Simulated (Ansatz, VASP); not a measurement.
**N in VASP and in Ansatz**

```
CELL_PARAMETERS angstrom
4.74900 0.00000 0.00000
0.00000 7.87300 0.00000
0.00000 0.00000 3.54100
ATOMIC_POSITIONS crystal
N 0.02050 0.25000 0.63480
N 0.97950 0.75000 0.36520
N 0.47950 0.75000 0.13480
N 0.52050 0.25000 0.86520
```

Alike in both runs: task single point; functional PBE; dispersion D3(BJ); k mesh 4 × 2 × 6; occupations gaussian, width 0.1 eV; no spin polarisation.

```csv
,VASP,Ansatz
version,VASP 6.6.1,Ansatz 0.2.0
potentials or method,"VASP PAW PBE potentials, release 64 (N)","scalar-relativistic, plane waves, PAW"
plane-wave cutoff (eV),520,420
valence electrons in the cell,20,20
```

VASP gave:

| Item | Value |
| --- | --- |
| gap on the k mesh at the Fermi level (eV) | none |
| pressure (GPa) | -10.9 |
| largest component of the traceless stress (GPa) | 14.15 |
| rms of the force components (eV/Å) | 0.653 |

Question: Which values does Ansatz return?

Answer: gap on the k mesh at the Fermi level (eV): none; pressure (GPa): -10.9; largest component of the traceless stress (GPa): 14.17; rms of the force components (eV/Å): 0.654.

Atom by atom the forces differ by 0.001 eV/Å (rms over components). A gap of «none» marks a metal or a gap that the smearing closes.

Caveats: the k mesh is coarse (spacing up to 0.40 Å⁻¹), so the values aren't converged; forces of over 1 eV/Å show positions far from the minimum, so gaps and moduli don't describe the material at rest.
